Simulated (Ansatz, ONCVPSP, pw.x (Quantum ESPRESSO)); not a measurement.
# nitrogen (N): one change to the ONCV potential, in the atom and in the bcc crystal

ONCVPSP 4.0.1 input, shortened (lines: element, Z, core and valence counts, functional; n l f; lmax; l rc ep ncon nbas qcut; lloc lpopt rc5 dvloc0; l nproj debl; icmod fcfact rcfact), PBE, scalar-relativistic:

```
  N 7.00    1    2        4      upf
    1    0    2.00
    2    0    2.00
    2    1    2.50
    1
    0    0.90    0.00    3    6    8.10
    1    2.45    0.00    4    8    4.60
    0    5    0.90    0.00
    0    0    0.40
    1    2    2.00
    3    2.75    1.65
```

Change: reference 2s2 2p2.

Cutoffs, loose and tight: the cutoffs (Ha) at which the residual kinetic energy of the hardest occupied pseudo-wave falls to 1 and 0.1 mHa per electron. They do not see the model core or the augmentation charge, which bear on the density cutoff. Test errors are all-electron minus pseudo excitation energies from the reference, over the configurations 2s2 2p3; 2s2 2p2; 2s2 2p1; 2s1 2p3; variants that change the core or the reference have their own tests.

Crystal test: bcc N in pw.x 7.5, no spin, 18³ k-points, Fermi–Dirac smearing 0.01 Ry, cutoffs set for each file from its atomic test. The reference is all-electron LAPW (Ansatz 0.2.0) with the same functional, mesh and smearing; V0 and B0 come from Birch–Murnaghan fits to the pressures at five volumes. Errors are pseudo minus all-electron; Δ is the rms difference of the E(V) curves that follow from these fits, minima aligned, over ±6 % about the mean V0. Mesh and smearing are coarse, so the numbers serve the comparison and aren't converged zero-temperature values; the lattice is a test structure that the element need not adopt. Spin polarisation is left out.

All-electron: a0 = 2.438 Å (V0 = 7.24 Å³/atom), B0 = 184.8 GPa.

Does the change bring the crystal closer to the all-electron result?

The mean pressure error goes from +4.00 to +0.32 GPa, so the change moves the solid closer to the all-electron pressures. The B0 error goes the other way, from +0.4 to +4.1 %.

| quantity | base | changed |
| --- | --- | --- |
| outcome (atom) | generated | generated |
| cutoff, loose (atom) | 28 Ha | 29 Ha |
| cutoff, tight (atom) | 56 Ha | 58 Ha |
| bound ghosts (atom) | none | none |
| largest test error (meV) (atom) | +1072 | +3347 |
| cutoffs in pw.x (Ry) | 130/520 | 135/540 |
| a0 (Å) | 2.455 | 2.439 |
| a0 error (%) | +0.69 | +0.06 |
| B0 error (%) | +0.4 | +4.1 |
| Δ (meV/atom) | 6.1 | 0.6 |
| mean pressure error (GPa) | +4.00 | +0.32 |

Base: The largest radius (2.45 bohr) exceeds half the bond length (2.00 bohr), so the spheres overlap, which is one possible source of error among others. This is a poor potential for the solid. Changed file: The largest radius (2.45 bohr) exceeds half the bond length (2.00 bohr), so the spheres overlap, which is one possible source of error among others.
